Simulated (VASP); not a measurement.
EuO: relaxation of cell and atoms with PBE+U

Crystal: EuO.

```xyz
2
Lattice="0.0000 2.5720 2.5720 2.5720 0.0000 2.5720 2.5720 2.5720 0.0000" Properties=species:S:1:pos:R:3 pbc="T T T"
Eu    0.0000    0.0000    0.0000
O     2.5720    2.5720    2.5720
```

```json
{
 "Program": "VASP 6.6.1",
 "Task": "relaxation of cell and atoms",
 "Functional": "PBE",
 "Potentials or basis": "VASP PAW PBE potentials, release 64 (Eu, O)",
 "Cutoff": "600 eV",
 "k mesh": "10 × 10 × 10",
 "Occupations": "gaussian, width 0.03 eV",
 "Spin": "collinear spin, ferromagnetic start",
 "Starting moments": "[7.0, 0.0] μB",
 "Hubbard terms": "Eu f U = 6.0 eV",
 "Further INCAR settings": "ALGO = Normal; EDIFF = 1e-06; AMIX = 0.2; BMIX = 0.0001; IBRION = 2; EDIFFG = -0.01; NSW = 90; ISIF = 3"
}
```

```json
{
  "Relaxed volume": "17.26 Å³/atom",
  "Relaxed cell": "a = 3.655 Å, b = 3.655 Å, c = 3.655 Å, α = 60.00°, β = 60.00°, γ = 60.00°",
  "Space group after relaxing (to 0.05 Å)": "Fm-3m (No. 225)",
  "Energy gained by relaxing": "0.9 meV/atom",
  "Ionic steps": "3",
  "Pressure after relaxing": "0.0 GPa",
  "Band gap on the k mesh": "0.04 eV, indirect (least direct gap 0.21 eV)",
  "Net moment": "7.00 μB per cell",
  "Site moments": "Eu +6.73; O -0.09 μB",
  "Valence electrons inside the program's atomic spheres": "Eu 14.95; O 4.95"
}
```

Step by step:
```csv
step,energy change (eV),largest force (eV/Å),pressure (GPa),volume (Å³)
1,0.0000,0.0000,1.11,34.03
2,-0.0017,0.0000,-0.20,34.61
3,-0.0018,0.0000,0.00,34.53
```

Final structure:
```
Eu O
1.0
     0.00000    2.58451    2.58451
     2.58451    0.00000    2.58451
     2.58451    2.58451    0.00000
Eu O
1 1
Direct
  0.00000 0.00000 0.00000
  0.50000 0.50000 0.50000
```

Levels at points of the mesh, in eV from the valence-band top:
Spin up:
```csv
k point,band 11,band 12,band 13,band 14,band 15,band 16,band 17,band 18,band 19
"(0.00, 0.00, 0.00)",-0.48,-0.48,0.00,0.00,0.00,0.86,2.96,2.96,2.96
"(0.50, 0.00, 0.00)",-0.71,-0.52,-0.52,-0.48,-0.47,3.51,5.65,5.65,5.93
"(0.50, 0.50, 0.00)",-0.60,-0.60,-0.49,-0.17,-0.17,0.04,4.62,7.03,7.76
```
Spin down:
| k point | band 5 | band 6 | band 7 | band 8 | band 9 | band 10 | band 11 | band 12 |
| --- | --- | --- | --- | --- | --- | --- | --- | --- |
| (0.00, 0.00, 0.00) | -15.93 | -2.56 | -2.56 | -2.56 | 1.64 | 3.92 | 3.92 | 3.92 |
| (0.50, 0.00, 0.00) | -14.98 | -4.63 | -3.68 | -3.68 | 4.14 | 6.34 | 6.68 | 6.68 |
| (0.50, 0.50, 0.00) | -16.37 | -2.66 | -2.54 | -2.54 | 0.90 | 5.50 | 7.80 | 8.26 |

Eigenvalues of the final occupation matrices:
```tsv
site	spin	trace	eigenvalues
site 1 f	1	6.81	0.96 0.97 0.97 0.97 0.98 0.98 0.98
site 1 f	2	0.02	0.00 0.00 0.00 0.00 0.00 0.00 0.00
```

Wall time 2.1 min on 1 thread of Intel(R) Xeon(R) 6975P-C (Granite Rapids), on a shared host, peak memory 0.25 GiB.

Caveat: spin-orbit coupling is left out, which moves the levels of the heavy elements; a cell with one magnetic atom can't hold antiferromagnetic order, which such compounds often take. The state reached can hang on the start; a lower one may exist.
